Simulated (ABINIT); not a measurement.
**CoO: single point with LDA**

CoO:

```xyz
2
Lattice="1.6022 0.9250 2.5665 -1.6022 0.9250 2.5665 0.0000 -1.8501 2.5665" Properties=species:S:1:pos:R:3 pbc="T T T"
Co    0.0000    0.0000    7.6915
O     0.0000    0.0000    5.7824
```

Measurements of this composition are mostly on another form, of space group No. 225.

| Quantity | Value |
| --- | --- |
| Program | ABINIT 10.8.3 (patched build) |
| Task | single point |
| Functional | LDA |
| Potentials or basis | PseudoDojo NC SR LDA v0.4.1 standard |
| Cutoff | 1252 eV |
| k mesh | 8 × 8 × 8 |
| Occupations | fermi-dirac, width 0.05 eV |
| Spin | collinear spin, ferromagnetic start |
| Starting moments | [2.0, 0.0] μB |

The pressure is -16.4 GPa, the largest force is 0.185 eV/Å and the band gap on the k mesh is none (metal or under the smearing width). The net moment is 2.62 μB per cell. The site moments are Co +2.23; O +0.33 μB and the valence electrons inside the program's atomic spheres are Co 15.13; O 6.22.

Forces in eV/Å, atoms in the order of the input:
```
Co   0.000  0.000  0.185
O    0.000  0.000 -0.185
```

Stress tensor (GPa, compression positive):
```
-17.86   0.00   0.00
  0.00 -17.86   0.00
  0.00   0.00 -13.58
```

Levels at points of the mesh, in eV from the Fermi level:
Spin up:
```tsv
k point	band 9	band 10	band 11	band 12	band 13	band 14	band 15	band 16
(0.00, 0.00, 0.00)	-2.23	-2.23	0.17	0.39	0.39	0.53	13.86	13.86
(0.50, 0.00, 0.00)	-2.28	-2.13	-2.13	-0.42	-0.37	5.65	6.87	13.45
(0.50, 0.50, 0.00)	-2.98	-1.91	-1.65	-1.55	-1.50	5.25	9.79	10.96
(0.50, 0.50, 0.50)	-2.36	-2.14	-2.14	-0.54	-0.54	5.61	7.19	13.35
```
Spin down:
```tsv
k point	band 6	band 7	band 8	band 9	band 10	band 11	band 12	band 13	band 14	band 15
(0.00, 0.00, 0.00)	-5.16	-5.09	-5.09	-0.38	-0.38	0.59	2.28	2.28	2.38	14.27
(0.50, 0.00, 0.00)	-6.59	-4.88	-4.86	-0.21	-0.20	-0.08	1.44	1.48	6.05	7.51
(0.50, 0.50, 0.00)	-6.63	-4.60	-4.55	-1.11	0.00	0.11	0.54	0.63	6.09	10.39
(0.50, 0.50, 0.50)	-6.56	-4.80	-4.80	-0.22	-0.19	-0.19	1.32	1.32	6.01	7.86
```

It took 71 s on 4 MPI ranks on Arm Neoverse V1, on a shared host, peak memory 0.36 GiB a rank.

Caveat: so large a pressure means that the cell lies far from this level's equilibrium, or that cutoff or potentials fall short; a cell with one magnetic atom can't hold antiferromagnetic order, which such compounds often take; semilocal functionals often make such compounds metallic where correlation or magnetic order opens a gap, which also shifts bond lengths. With open d or f shells a metallic result of LDA can be an artefact of self-interaction; +U or a hybrid may open a gap.
